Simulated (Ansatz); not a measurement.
# HgTe: the cost of one run

Method: DFT PBEsol, scalar-relativistic, plane waves, PAW, in Ansatz 0.2.0.

4 further runs of the same task are left out: 3 that didn't finish, 1 set aside as unsound or not needed.

## Step 1: Starting point

It takes space group F-43m (No. 216, cubic). The conventional cell has a = 6.512 Å, b = 6.512 Å, c = 6.512 Å, α = 90.00°, β = 90.00°, γ = 90.00°. Around Hg (site symmetry -43m) lie 4 Te at 2.82 Å. Te (site symmetry -43m) has 4 Hg at 2.82 Å as nearest neighbours.

Coordinates:

```
Hg Te
1.0
     0.00000    3.25589    3.25589
     3.25589    0.00000    3.25589
     3.25589    3.25589    0.00000
Hg Te
1 1
Direct
  0.00000 0.00000 0.00000
  0.75000 0.75000 0.75000
```

It is the result of an earlier relaxation at this level (volume 34.51 Å³/atom; gap on the mesh: none (metal)).

## Step 2: Zero of the scan

Input file input.yaml:

```yaml
crystal:
  lattice:
    - [0.0, 3.2558862249, 3.2558862249]
    - [3.2558862249, 0.0, 3.2558862249]
    - [3.2558862249, 3.2558862249, 0.0]
  atoms:
    - { symbol: Hg, position: [0.0, 0.0, 0.0] }
    - { symbol: Te, position: [0.75, 0.75, 0.75] }
basis:
  ecutwfc: 420
kpoints:
  mp_grid: { grid: [10, 10, 10] }
hamiltonian:
  xc: pbesol
scf:
  occupations: { method: gaussian, width: 0.15 }
output:
  forces: true
  stress: true
  eigenvalues: true
```

On the command line:

```
> ansatz run input.yaml --threads 1 --pin off --max-ram 2560MiB --backend cpu --events-out ev --progress --plain --runs-dir out
```

**Question.** How long does this run take on 1 thread of Arm Neoverse V2, shared host, and how much memory does it need?

About 6 s, with a peak of 0.37 GiB.
